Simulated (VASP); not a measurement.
A run of VASP 6.6.1:

INCAR

```
PREC = Accurate
ENCUT = 520
EDIFF = 1E-7
ISMEAR = 0
SIGMA = 0.02
LREAL = False
LASPH = True
NELM = 80
ALGO = Normal
ISIF = 2
LWAVE = False
LCHARG = False
METAGGA = R2SCAN
LMIXTAU = True
NBANDS = 11
```

KPOINTS

```
Automatic mesh
0
Gamma
  10 10 10
```

Contents of POSCAR:

```
SiC
1.0
    0.0000000000      2.1791100000      2.1791100000
    2.1791100000      0.0000000000      2.1791100000
    2.1791100000      2.1791100000      0.0000000000
Si C
1 1
Direct
    0.7500000000      0.7500000000      0.7500000000
    0.0000000000      0.0000000000      0.0000000000
```

Contents of KPOINTS_OPT:

```
path GXWKGLUWLK,UX
15
line-mode
reciprocal
 0.0000000000  0.0000000000  0.0000000000  G
 0.5000000000  0.0000000000  0.5000000000  X

 0.5000000000  0.0000000000  0.5000000000  X
 0.5000000000  0.2500000000  0.7500000000  W

 0.5000000000  0.2500000000  0.7500000000  W
 0.3750000000  0.3750000000  0.7500000000  K

 0.3750000000  0.3750000000  0.7500000000  K
 0.0000000000  0.0000000000  0.0000000000  G

 0.0000000000  0.0000000000  0.0000000000  G
 0.5000000000  0.5000000000  0.5000000000  L

 0.5000000000  0.5000000000  0.5000000000  L
 0.6250000000  0.2500000000  0.6250000000  U

 0.6250000000  0.2500000000  0.6250000000  U
 0.5000000000  0.2500000000  0.7500000000  W

 0.5000000000  0.2500000000  0.7500000000  W
 0.5000000000  0.5000000000  0.5000000000  L

 0.5000000000  0.5000000000  0.5000000000  L
 0.3750000000  0.3750000000  0.7500000000  K

 0.6250000000  0.2500000000  0.6250000000  U
 0.5000000000  0.0000000000  0.5000000000  X
```

Potentials or basis: VASP PAW PBE potentials, release 64 (Si, C).

The run is started by

```bash
$ cat potpaw_PBE.64/Si/POTCAR potpaw_PBE.64/C/POTCAR > POTCAR
$ mpirun -np 1 vasp_std > vasp.out
```

Hardware: 1 thread of Intel(R) Xeon(R) 6975P-C (Granite Rapids), with other jobs on the host.

Task: How long does it take, and how much memory?

Result: It took 34 s on 1 thread of Intel(R) Xeon(R) 6975P-C (Granite Rapids) (shared host), peak memory 0.14 GiB. Counts: scf iterations 50, k points 47.
